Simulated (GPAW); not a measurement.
# Rh in GPAW: convergence with convergence criteria

The system is Rh.

```
Rh
1.0
     0.00000    1.89785    1.89785
     1.89785    0.00000    1.89785
     1.89785    1.89785    0.00000
Rh
1
Direct
  0.00000 0.00000 0.00000
```

```yaml
Program: GPAW 26.7.0
Task: convergence study
Functional: r2SCAN
Potentials_or_basis: GPAW PAW data sets (gpaw-data 1.2.1)
Cutoff: 600 eV
Basis: pw
k_mesh: 12 × 12 × 12
Occupations: fermi-dirac, width 0.05 eV
Spin: no spin polarisation
```

These are the settings of the first run; the series varies convergence criteria, with any setting tied to it.

Hardware: 1 thread of Intel(R) Xeon(R) 6975P-C (Granite Rapids), on a shared host.

Q: The values tried are density=0.001 energy=0.01 eigenstates=0.0001, default, density=1e-05 energy=1e-05, density=1e-05 forces=0.0001, density=1e-06 energy=1e-06 eigenstates=1e-10, loosest first. From which on does the pressure stay within 0.1 GPa of the tightest run that finished?

A: From default on.

```
                        convergence criteria  energy less the tightest run, at zero smearing (meV/atom)  pressure (GPa)  SCF cycles  CPU time (s)  peak memory (GiB)
density=0.001 energy=0.01 eigenstates=0.0001                                                       0.00            5.45           8            14               0.23
                                     default                                                       0.00            5.56           9            17               0.23
                  density=1e-05 energy=1e-05                                                       0.00            5.56          10            17               0.23
                 density=1e-05 forces=0.0001                                                       0.00            5.56          11            18               0.23
density=1e-06 energy=1e-06 eigenstates=1e-10                                                       0.00            5.56          12            22               0.23
```

Against the tightest run, the energy stays within 1 meV/atom from density=0.001 energy=0.01 eigenstates=0.0001 on. The tightest run that finished is the yardstick and may itself not be fully converged.

Caveat, for the tightest run too: the PAW data sets were made with another functional, which shifts forces and pressure a little.
